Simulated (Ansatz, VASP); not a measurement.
## Si2Ni in VASP and in Ansatz

File INCAR:

```
SYSTEM = Si2Ni
ALGO     = Normal         ! electronic algorithm
EDIFF    = 1E-7           ! SCF threshold, eV
ENCUT    = 520            ! plane-wave cutoff, eV
GGA      = PE             ! functional
ISIF     = 2              ! what is computed and relaxed
ISMEAR   = -1             ! smearing method
ISPIN    = 2              ! spin polarisation
LASPH    = .TRUE.         ! aspherical terms in the spheres
LCHARG   = .FALSE.        ! write CHGCAR
LMAXMIX  = 4              ! l up to which the mixer works
LORBIT   = 11             ! projections on sites
LREAL    = .FALSE.        ! projectors in reciprocal space
LWAVE    = .FALSE.        ! write WAVECAR
MAGMOM   = 1 0 0          ! initial moments
NBANDS   = 20             ! bands
NELM     = 150            ! most SCF steps
PREC     = Accurate       ! precision mode
SIGMA    = 0.05           ! smearing width, eV
```

KPOINTS

```
k-points
0
G
  9 9 9
  0 0 0
```

The input POSCAR:

```
Si2Ni
1.0
    0.0000000000      2.7560134590      2.7560134590
    2.7560134590      0.0000000000      2.7560134590
    2.7560134590      2.7560134590      0.0000000000
Ni Si
1 2
Direct
    0.0000000000      0.0000000000      0.0000000000
    0.7500000000      0.7500000000      0.7500000000
    0.2500000000      0.2500000000      0.2500000000
```

File input.yaml:

```yaml
crystal:
  lattice:
    - [0.0, 2.756013459, 2.756013459]
    - [2.756013459, 0.0, 2.756013459]
    - [2.756013459, 2.756013459, 0.0]
  atoms:
    - { symbol: Ni, position: [0.0, 0.0, 0.0], spin: 1.0 }
    - { symbol: Si, position: [0.75, 0.75, 0.75] }
    - { symbol: Si, position: [0.25, 0.25, 0.25] }
hamiltonian:
  xc: pbe
  pseudopotentials: { kind: paw }
magnetization:
  spin_polarized: true
kpoints:
  mp_grid: { grid: [9, 9, 9] }
scf:
  occupations: { method: fermi_dirac, width: 0.05 }
output:
  forces: true
  stress: true
  eigenvalues: true
```

Alike in both runs: task single point; functional PBE; k mesh 9 × 9 × 9; occupations fermi-dirac, width 0.05 eV; collinear spin.

|  | VASP | Ansatz |
| --- | --- | --- |
| version | VASP 6.6.1 | Ansatz 0.2.0 |
| potentials or method | VASP PAW PBE potentials, release 64 (Ni, Si) | Ansatz PAW |
| plane-wave cutoff (eV) | 520 | 420 |
| valence electrons in the cell | 18 | 26 |

```tsv
	VASP	Ansatz	Ansatz less VASP
gap on the k mesh at the Fermi level (eV)	none	none	-
pressure (GPa)	-4.6	-4.5	+0.08
net moment per atom (μB)	0.00	0.00	0.000
```

A gap of «none» marks a metal or a gap that the smearing closes. The two sets of potentials don't hold the same shells in valence.

Caveats: the starting moments weren't kept (Ansatz).
